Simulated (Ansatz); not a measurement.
Method: DFT PBE, scalar-relativistic, plane waves, PAW (Ansatz). Settings: cutoff 420 eV, Γ-centred meshes spaced at most about 0.3 Å⁻¹, and about 0.25 Å⁻¹ or finer for metals (2π included), Gaussian smearing. No spin polarisation.

All energies are static (0 K, no zero-point motion).

Problem. Order these relaxed structures of Zr2H3 by energy, lowest first, with the energy over the lowest of them.
1. Space group P-3m1 (No. 164), trigonal, a = 3.618 Å, c = 5.609 Å. Zr has 3 H at 1.86 Å; H has 4 H at 1.81 Å and 2 Zr at 1.86 Å.
2. Space group I4/mmm (No. 139), tetragonal, a = 4.235 Å, c = 7.445 Å. Zr is surrounded by 2 H at 1.86 Å, 4 H at 2.82 Å and 4 Zr at 2.99 Å; H on a site of symmetry 4/mmm is surrounded by 4 H at 2.12 Å (long contacts); H on a site of symmetry mmm is surrounded by 2 Zr at 1.86 Å and 2 H at 2.12 Å.

Solution. 1 (0 meV/atom), 2 (318 meV/atom). Counting H atoms around Zr (those within 1.25 times the shortest such distance or 1.15 times the sum of covalent radii): cell 1 has Zr 3; cell 2 has Zr 2. Both come from invented guesses. Shaken at random and relaxed again, cell 1 falls into a cell with space group R3m (No. 160), 0.64 eV/atom lower and the lowest form computed, so it is a saddle point or a shallow minimum. Even the lowest of the cells shown lies +0.20 eV/atom against the elements.

With hydrogen, zero-point motion can shift such differences by 10 meV/atom or more. Cells without such a test can be saddle points. Some types were kept out of the candidates beforehand, so the set may lack a known form.
